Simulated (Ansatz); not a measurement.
RbBr:

```xyz
2
Lattice="0.0000 3.4270 3.4270 3.4270 0.0000 3.4270 3.4270 3.4270 0.0000" Properties=species:S:1:pos:R:3 pbc="T T T"
Rb    0.0000    0.0000    0.0000
Br    3.4270    3.4270    3.4270
```

Base run:

| Item | Value |
| --- | --- |
| Program | Ansatz 0.2.0 |
| Functional | HSE06 form with a typed share of exact exchange |
| Potentials or basis | Ansatz PAW |
| Cutoff | 420 eV (not typed: the program's choice for these potentials) |
| k mesh | 4 × 4 × 4 |
| Occupations | fermi-dirac, width 0.05 eV |
| Spin | no spin polarisation |

Its results: band gap on the k mesh 5.11 eV, direct; pressure 0.8 GPa.

Question: After a change of settings the same cell gave: band gap on the k mesh 5.55 eV, direct; pressure 0.8 GPa. Which change was it?
A. screening (1/å) from 0.4 to 0.1
B. screening (1/å) from 0.4 to 0.15
C. screening (1/å) from 0.4 to 0.2
D. screening (1/å) from 0.4 to 0.6

Answer: C.

Caveats: the PAW data sets come from PBE, with cores solved anew for the run's functional, which leaves a small shift of forces and pressure; the thresholds are loose for stress.
